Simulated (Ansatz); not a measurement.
# Co (P-3m1) in Ansatz: reference runs

Aim: a first look at Co with PBEsol, on the cell as given and on a disturbed one.

All numbers are computed with Ansatz 0.2.0; they aren't measurements. Logs are shortened: lines on timing, memory, paths and dates and some standing lists are left out, and cuts for length are marked.

## Step 1: Starting point

The structure is trigonal, space group P-3m1 (No. 164). Conventional cell: a = 2.487 Å, b = 2.487 Å, c = 4.063 Å, α = 90.00°, β = 90.00°, γ = 120.00°. Co (site symmetry 3m) has 12 Co at 2.42 to 2.55 Å as nearest neighbours.

## Step 2: Single point, PBEsol, collinear spin, ferromagnetic start

input.yaml reads:

```yaml
crystal:
  lattice:
    - [2.4873648738, 0.0, 0.0]
    - [-1.2436824369, 2.1541211692, 0.0]
    - [0.0, 0.0, 4.0632895034]
  atoms:
    - { symbol: Co, position: [0.3333333333, 0.6666666667, 0.740139], spin: 2.0 }
    - { symbol: Co, position: [0.6666666667, 0.3333333333, 0.259861], spin: 2.0 }
hamiltonian:
  xc: pbesol
  pseudopotentials: { kind: paw }
magnetization:
  spin_polarized: true
kpoints:
  mp_grid: { grid: [12, 12, 7] }
scf:
  occupations: { method: fermi_dirac, width: 0.05 }
output:
  forces: true
  stress: true
  eigenvalues: true
```

Potentials or basis: Ansatz PAW.

On the command line:

```sh
> ansatz run input.yaml --threads 2 --pin off --max-ram 5632MiB --backend cpu --events-out ev --progress --plain --runs-dir out
```

The program printed:

```text
Warning: RAYON_NUM_THREADS=2 ignored (pool sized by the plan → 2); use --threads N
Engine: ansatz 0.2.0, x86_64-unknown-linux-gnu
Pseudopotentials: kind: paw
Pseudopotential: Co, paw, valence charge 17, recommended cutoff 420 eV (normal), Co.paw.azcp
Functional definition: PBEsol
  exchange = pbesol_x
  correlation = pbesol_c
Crystal: 2 atoms, lattice volume = 21.771 Å³
Basis set: ecut = 420 eV, 391 PW (Γ), exchange–correlation on 36×36×60 points (8 copies of the dense FFT grid, shifted against one another)
Bands: 23, of which v1, the nominal top of the filled ones, is band 17 counted from 1 (16 counted from 0)
Symmetry: 12 space group operations
Space group: P-3m1 (ITA 164), of the structure as read, at distance tolerance 2.8e-5 Å
Magnetic group: BNS 164.85 (UNI 1315), of the structure as read, at distance tolerance 2.8e-5 Å
k-points: 112 of 1008
Non-local potential: Co, projectors of the file, l = 0: 3, l = 1: 2, l = 2: 3, l = 3: 1
PAW form: soft (Blöchl's): semilocal exchange-correlation on the pseudo side does not see the compensation charge
PAW frozen core: Co, regenerated for the run's functional, and the local potential with it (the file was generated under x = pbe(κ = 0.804, μ = 0.2195149727645171), c = pbe(β = 0.06672455060314922))
PAW one-centre angular grid: Co, 590 points (default); XC on 64 Gauss nodes
Initial density: superposition of atomic densities (chi_scale 0.1, normalization cell)
Starting moments: Σ|m| = 4 μB on 2 of 2 sites
Initial wavefunctions: pseudopotential atomic-orbital guess
Functional: x = pbesol(κ = 0.804, μ = 0.12345679012345678), c = pbesol(β = 0.046)
SCF iter   1: F=—  HF=-10185.630451 eV  |F-HF|=—  |Δ(HF+E_count)|=         —  Δρ=8.91e-2 (↑6.78e-2 ↓8.91e-2)  dr2=3.01e0  dr2_m=5.43e-2  M=3.482 μB ∫|m|=3.618 μB  β_m=0.30  ethr=3.10e-3  ⟨swp⟩=5.3  Hψ=19385  notcnv=0
Mixer restart at iter 1: flushing history
preconditioner: auto → none  [metal: Δε(μ)=0.027 eV  Ē_g=9.108 eV  σ=0.050 eV  W_gap=0.13  n_scr=8 (ndim 8)  ℏωp=33.8 eV  f_vac=0.000  D(μ)=1.45/eV (n_scr^D=22)  sad-step TF]
SCF iter   2: F=—  HF=-10184.632755 eV  |F-HF|=—  |Δ(HF+E_count)|=   9.98e-1  Δρ=3.40e-2 (↑1.16e-2 ↓3.40e-2)  dr2=2.40e-1  dr2_m=6.15e-2  M=3.515 μB ∫|m|=3.692 μB  β_m=0.35  ethr=3.10e-3  ⟨swp⟩=2.5  Hψ=10560  notcnv=0  defer=129
SCF iter   3: F=—  HF=-10185.135620 eV  |F-HF|=—  |Δ(HF+E_count)|=   5.03e-1  Δρ=1.65e-2 (↑1.65e-2 ↓7.95e-3)  dr2=1.81e-2  dr2_m=1.98e-2  M=3.451 μB ∫|m|=3.669 μB  β_m=0.49  ethr=7.07e-4  ⟨swp⟩=2.1  Hψ=7269  notcnv=0  defer=129
SCF iter   4: F=—  HF=-10185.668700 eV  |F-HF|=—  |Δ(HF+E_count)|=   5.33e-1  Δρ=1.36e-2 (↑1.36e-2 ↓1.11e-2)  dr2=6.78e-2  dr2_m=3.58e-3  M=3.373 μB ∫|m|=3.625 μB  β_m=0.49  ethr=5.32e-5  ⟨swp⟩=2.4  Hψ=9717  notcnv=0  defer=129
SCF iter   5: F=—  HF=-10185.837437 eV  |F-HF|=—  |Δ(HF+E_count)|=   1.69e-1  Δρ=1.02e-2 (↑8.98e-3 ↓1.02e-2)  dr2=4.44e-2  dr2_m=1.72e-3  M=3.324 μB ∫|m|=3.595 μB  β_m=0.63  ethr=5.32e-5  ⟨swp⟩=2.1  Hψ=8766  notcnv=0  defer=111
SCF iter   6: F=—  HF=-10185.928538 eV  |F-HF|=—  |Δ(HF+E_count)|=   9.11e-2  Δρ=1.16e-3 (↑1.06e-3 ↓1.16e-3)  dr2=4.26e-4  dr2_m=1.29e-4  M=3.276 μB ∫|m|=3.565 μB  β_m=0.81  ethr=5.32e-5  ⟨swp⟩=2.0  Hψ=10492  notcnv=0  defer=102
SCF iter   7: F=—  HF=-10185.934128 eV  |F-HF|=—  |Δ(HF+E_count)|=   5.59e-3  Δρ=2.92e-4 (↑2.92e-4 ↓2.58e-4)  dr2=2.18e-6  dr2_m=1.41e-5  M=3.263 μB ∫|m|=3.559 μB  β_m=0.88  ethr=1.25e-6  ⟨swp⟩=2.2  Hψ=10369  notcnv=0  defer=71
SCF iter   8: F=—  HF=-10185.934185 eV  |F-HF|=—  |Δ(HF+E_count)|=   5.64e-5  Δρ=1.03e-4 (↑1.03e-4 ↓4.03e-5)  dr2=7.35e-7  dr2_m=9.73e-7  M=3.262 μB ∫|m|=3.558 μB  β_m=0.94  ethr=6.40e-9  ⟨swp⟩=2.0  Hψ=9093  notcnv=0  defer=71
SCF iter   9: F=—  HF=-10185.934184 eV  |F-HF|=—  |Δ(HF+E_count)|=   2.74e-7  Δρ=1.64e-5 (↑2.61e-6 ↓1.64e-5)  dr2=2.67e-8  dr2_m=1.60e-8  M=3.262 μB ∫|m|=3.558 μB  β_m=0.97  ethr=2.16e-9  ⟨swp⟩=2.2  Hψ=7894  notcnv=0  defer=71
SCF iter  10: F=-10185.934184 eV  HF=-10185.934184 eV  |F-HF|=9.64e-11  |Δ(HF+E_count)|=  5.93e-10  Δρ=8.21e-7 (↑8.21e-7 ↓6.96e-7)  dr2=1.13e-10  dr2_m=3.18e-11  M=3.262 μB ∫|m|=3.558 μB  ethr=7.85e-11  ⟨swp⟩=3.1  Hψ=16250  notcnv=0
SCF 1 converged in 10 iterations: F = -10185.934184 eV  dr2 = 1.13e-10
SCF converged after 10 iterations
Magnetization: 3.2616 μB (18.6308 up, 15.3692 down)
Absolute magnetization: 3.5592 μB (∫|ρ↑−ρ↓|, with the PAW one-centre terms)
Spin contamination: 0.0517 ħ² per cell (⟨S²⟩ above its minimum at these occupations)
Per-site moments (μB) at R_I (Å): [(1.700374944155711, 0.9994691688402235), (1.7003749441557108, 0.9994691688402235)]
Free energy (F): -10185.934184 eV
Harris-Foulkes:  -10185.934184 eV  (|F-HF|=9.64e-11)
Internal energy: -10185.919105 eV  (E = F + TS)
E sigma→0 (E₀):  -10185.926644 eV
Entropy (-TS):   -0.015080 eV (-7.540 meV/atom)
Fermi energy:    18.460338 eV
--- Per-component energies (eV) ---
  E_band       = -493.362405
  E_kinetic    = 907.135566
  E_local      = -5687.061877  (includes V_loc(G=0)·N_el)
  E_nonlocal   = 911.271417
  E_hartree    = 2378.694589
  E_xc         = -315.309016
  E_vxc        = -408.764740  (∫ρ·V_xc dr)
  E_paw        = -2964.866394  (= ΣΔE_a)
  E_vpaw       = -973.332855  (= ΣTr[D̂ρ^β])
  E_aug_tail   = 0.000118  (compensation charges beyond the density's cutoff)
  E_ewald      = -5416.160346
  E_core_change = 0.376838  (= ΣΔE_core)
  E_smearing   = -0.015080  (= −TS)
  E_closure    = 0.000000  (closes the sum)
  Σ components = -10185.934184   (vs F -10185.934184, Δ=0.00e0)
--- Forces (eV/Å), atoms counted from 1 ---
  atom   1  Co     0.00000000    -0.00000000     0.44250236
  atom   2  Co    -0.00000000     0.00000000    -0.44250236
  max |Σ_I F_I| component: 5.55e-17 eV/Å
--- Stress (GPa, compression-positive) ---
       -8.367363       0.000000      -0.000000
        0.000000      -8.367363      -0.000000
       -0.000000      -0.000000     -11.258576
  P = ⅓ Tr σ = -9.3311 GPa (-93.311 kbar)
--- Band table (eV; the first three rows and the last of 224) ---
  k-point 0 ↑: bands = ["-77.3279", "-77.2702", "-40.8646", "-40.5736", "-40.5736", "-40.5345", "-40.5254", "-40.5254", "9.3765", "13.2167", "15.7712", "15.8309", "15.8309", "16.1293", "16.1293", "16.5532", "16.5532", "17.6352", "17.6352", "18.1279", "24.4998", "40.2418", "42.7165"]
  k-point 1 ↑: bands = ["-77.3254", "-77.2727", "-40.8495", "-40.5715", "-40.5715", "-40.5501", "-40.5275", "-40.5275", "9.5784", "13.1621", "15.7148", "15.7858", "15.7858", "16.0821", "16.0821", "16.6633", "16.6633", "17.3973", "17.6231", "17.6231", "25.6444", "40.1381", "41.6453"]
  k-point 2 ↑: bands = ["-77.3186", "-77.2796", "-40.8078", "-40.5928", "-40.5658", "-40.5658", "-40.5331", "-40.5331", "10.1650", "12.8720", "15.5508", "15.7300", "15.7300", "15.9626", "15.9626", "16.2381", "16.9061", "16.9061", "17.5680", "17.5680", "28.1726", "38.1240", "40.4983"]
  k-point 111 ↓: bands = ["-75.1968", "-75.1968", "-38.7911", "-38.7911", "-38.7394", "-38.6983", "-38.5776", "-38.5776", "15.6448", "15.8674", "15.8674", "16.0116", "16.7329", "16.7329", "18.0540", "18.5192", "19.5403", "19.5403", "24.7569", "24.7569", "25.8507", "27.0985", "28.6675"]
```

It took 4.2 s on 2 threads of AMD EPYC 7R43 (Zen 3), shared host; peak memory 0.44 GiB.

Results:

| Item | Value |
| --- | --- |
| Free energy | -10185.9342 eV |
| Pressure | -9.3 GPa |
| Largest force | 0.443 eV/Å |
| Band gap on the k mesh | none (metal or under the smearing width) |
| Net moment | 3.26 μB per cell |
| Absolute moment | 3.56 μB per cell |
| Site moments | Co +1.70 μB |

Forces in eV/Å, atoms in the order of the input:
```
Co   0.000  0.000  0.443
Co   0.000  0.000 -0.443
```

Caveat: the PAW data sets come from PBE, with cores solved anew for the run's functional, which leaves a small shift of forces and pressure.

## Step 3: Single point, PBEsol, collinear spin, ferromagnetic start (atoms moved at random, drawn with an rms of 0.05 Å)

Changes to input.yaml since step 2:

```diff
@@ -6,4 +6,4 @@
   atoms:
-    - { symbol: Co, position: [0.3333333333, 0.6666666667, 0.740139], spin: 2.0 }
-    - { symbol: Co, position: [0.6666666667, 0.3333333333, 0.259861], spin: 2.0 }
+    - { symbol: Co, position: [0.331367, 0.649747, 0.737133], spin: 2.0 }
+    - { symbol: Co, position: [0.670297, 0.320517, 0.263699], spin: 2.0 }
 hamiltonian:
@@ -21 +21,5 @@
   eigenvalues: true
+  write_density: true
+  write_potential: true
+  elf: true
+  volumetric_format: npy
```

Potentials or basis: Ansatz PAW.

On the command line:

```sh
> ansatz run input.yaml --threads 2 --pin off --max-ram 5632MiB --backend cpu --events-out ev --progress --plain --runs-dir out
```

The program printed:

```text
Warning: RAYON_NUM_THREADS=2 ignored (pool sized by the plan → 2); use --threads N
[... 6 set-up lines as earlier in the session ...]
Crystal: 2 atoms, lattice volume = 21.771 Å³
Basis set: ecut = 420 eV, 391 PW (Γ), exchange–correlation on 36×36×60 points (8 copies of the dense FFT grid, shifted against one another)
Bands: 23, of which v1, the nominal top of the filled ones, is band 17 counted from 1 (16 counted from 0)
Symmetry: 2 space group operations
Space group: P-1 (ITA 2), of the structure as read, at distance tolerance 2.8e-5 Å
Magnetic group: BNS 2.4 (UNI 4), of the structure as read, at distance tolerance 2.8e-5 Å
k-points: 506 of 1008
[... 5 set-up lines as earlier in the session ...]
Starting moments: Σ|m| = 4 μB on 2 of 2 sites
[... 2 set-up lines as earlier in the session ...]
SCF iter   1: F=—  HF=-10185.607192 eV  |F-HF|=—  |Δ(HF+E_count)|=         —  Δρ=8.93e-2 (↑6.78e-2 ↓8.93e-2)  dr2=3.03e0  dr2_m=5.55e-2  M=3.481 μB ∫|m|=3.617 μB  β_m=0.30  ethr=3.10e-3  ⟨swp⟩=5.3  Hψ=86882  notcnv=0
[... 25 lines left out ...]
  E_band       = -493.509843
  E_kinetic    = 907.303939
  E_local      = -5698.509358  (includes V_loc(G=0)·N_el)
  E_nonlocal   = 911.336742
  E_hartree    = 2384.333177
  E_xc         = -315.352187
  E_vxc        = -408.822295  (∫ρ·V_xc dr)
  E_paw        = -2964.944634  (= ΣΔE_a)
  E_vpaw       = -973.475478  (= ΣTr[D̂ρ^β])
  E_aug_tail   = 0.000117  (compensation charges beyond the density's cutoff)
  E_ewald      = -5410.449023
  E_core_change = 0.376838  (= ΣΔE_core)
  E_smearing   = -0.014502  (= −TS)
  E_closure    = -0.000000  (closes the sum)
  Σ components = -10185.918890   (vs F -10185.918890, Δ=0.00e0)
--- Forces (eV/Å), atoms counted from 1 ---
  atom   1  Co     0.02255196     0.02246486     0.64867106
  atom   2  Co    -0.02255196    -0.02246486    -0.64867106
  max |Σ_I F_I| component: 0.00e0 eV/Å
--- Stress (GPa, compression-positive) ---
       -7.755402       0.165966       0.120053
        0.165966      -8.090576       0.119511
        0.120052       0.119510      -9.944901
  P = ⅓ Tr σ = -8.5970 GPa (-85.970 kbar)
--- Band table (eV; the first three rows and the last of 1012) ---
  k-point 0 ↑: bands = ["-77.3332", "-77.2729", "-40.8729", "-40.5794", "-40.5788", "-40.5357", "-40.5301", "-40.5270", "9.3760", "13.2029", "15.7701", "15.8101", "15.8174", "16.1007", "16.1106", "16.5444", "16.5742", "17.6241", "17.6649", "18.1549", "24.4689", "40.2344", "42.7032"]
  k-point 1 ↑: bands = ["-77.3309", "-77.2754", "-40.8583", "-40.5773", "-40.5769", "-40.5509", "-40.5320", "-40.5291", "9.5775", "13.1494", "15.7098", "15.7666", "15.7724", "16.0563", "16.0683", "16.6495", "16.6787", "17.4232", "17.6155", "17.6504", "25.6162", "40.1347", "41.6743"]
  k-point 2 ↑: bands = ["-77.3246", "-77.2817", "-40.8183", "-40.5919", "-40.5719", "-40.5719", "-40.5371", "-40.5345", "10.1623", "12.8649", "15.5221", "15.7138", "15.7147", "15.9409", "15.9538", "16.2802", "16.8863", "16.9107", "17.5706", "17.5914", "28.1405", "38.1561", "40.4914"]
  k-point 505 ↓: bands = ["-75.2074", "-75.1973", "-38.8594", "-38.8425", "-38.6225", "-38.6189", "-38.5877", "-38.5779", "14.3274", "14.5450", "15.7847", "16.2617", "18.0391", "18.2685", "18.7895", "19.1322", "19.7499", "19.8102", "20.0552", "21.2006", "26.3999", "26.8195", "36.0173"]
```

rho_z.tsv:

```text
# z_ang	rho[e/angstrom^3]	rho_spin[e/angstrom^3]
# format = ansatz-planar-average/11
# lattice	2.487364874	0.000000000	0.000000000
# lattice	-1.243682437	2.154121169	0.000000000
# lattice	0.000000000	0.000000000	4.063289503
# sites	2
# site	27	0.016151704	1.399633767	2.995184782
# site	27	1.268651849	0.690432455	1.071485379
0.000000	2.665524e-1	-8.880496e-3
0.135443	2.825634e-1	-5.538735e-3
0.270886	3.468165e-1	6.261897e-3
0.406329	5.053169e-1	2.995819e-2
0.541772	8.455706e-1	7.119736e-2
0.677215	1.511548e0	1.457390e-1
[... 22 lines left out ...]
3.792404	3.493681e-1	6.693430e-3
3.927847	2.834511e-1	-5.359857e-3
```

v_z.tsv:

```text
# z_ang	v_es[eV]	v_tot_up[eV]	v_tot_dn[eV]
# format = ansatz-planar-average/11
# xc	pbesol
# density_cutoff_ev	1680
# datasets	Co=:simpson_from_first_knot:soft:shift=-648408
# lattice	2.487364874	0.000000000	0.000000000
# lattice	-1.243682437	2.154121169	0.000000000
# lattice	0.000000000	0.000000000	4.063289503
# sites	2
# site	27	0.016151704	1.399633767	2.995184782
# site	27	1.268651849	0.690432455	1.071485379
0.000000	1.872918e1	8.364853e0	8.008068e0
0.135443	1.815024e1	7.643470e0	7.374461e0
0.270886	1.614796e1	5.132579e0	5.052658e0
0.406329	1.268562e1	7.869907e-1	8.860214e-1
0.541772	8.399075e0	-4.627794e0	-4.419161e0
0.677215	4.170121e0	-1.008085e1	-9.838509e0
[... 22 lines left out ...]
3.792404	1.607787e1	5.044596e0	4.969598e0
3.927847	1.811907e1	7.604516e0	7.339558e0
```

It took 18 s on 2 threads of AMD EPYC 7R43 (Zen 3), shared host; peak memory 0.72 GiB.

What came out:

```
Free energy            : -10185.9189 eV
Pressure               : -8.6 GPa
Largest force          : 0.649 eV/Å
Band gap on the k mesh : none (metal or under the smearing width)
Net moment             : 3.27 μB per cell
Absolute moment        : 3.56 μB per cell
Site moments           : Co +1.70 μB
```

Forces on the atoms (eV/Å):
```
Co   0.023  0.022  0.649
Co  -0.023 -0.022 -0.649
```

Caveat: the PAW data sets come from PBE, with cores solved anew for the run's functional, which leaves a small shift of forces and pressure.
